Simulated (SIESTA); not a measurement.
Fe in SIESTA: the effect of pseudo set

Fe:

```
Fe
1.0
    -1.44300    1.44300    1.44300
     1.44300   -1.44300    1.44300
     1.44300    1.44300   -1.44300
Fe
1
Direct
  0.00000 0.00000 0.00000
```

Alike in all runs:

```yaml
Program: SIESTA 5.4.2
Task: band structure
Functional: PBE
Basis: DZP (energy shift 0.003 Ry; two zetas on semicore shells)
Grid_cutoff: 800 Ry
Energy_shift: 0.003 Ry
k_mesh: 13 × 13 × 13
Occupations: fermi-dirac, width 0.05 eV
Spin: collinear spin, ferromagnetic start
Starting_moments: "[3.0] μB"
```

Q: One run gave: pressure -8.1 GPa; moment 2.34 μB. Which pseudo set did it use?
A. Ansatz NC
B. PseudoDojo 0.4 stringent
C. PseudoDojo 0.4 standard
D. PseudoDojo 0.5 standard
E. SPMS 1.0

A: B.

```tsv
pseudo set	pressure (GPa)	moment (μB)
PseudoDojo 0.4 standard	-6.8	2.44
PseudoDojo 0.4 stringent	-8.1	2.34
PseudoDojo 0.5 standard	-6.8	2.44
SG15 1.2	-6.4	2.39
SPMS 1.0	-5.6	2.38
Ansatz NC	-11.0	2.25
```

Caveats: the basis of atomic orbitals isn't converged, which shifts pressures, moduli and gaps; short orbitals over semicore shells can move pressures by several GPa (some runs).
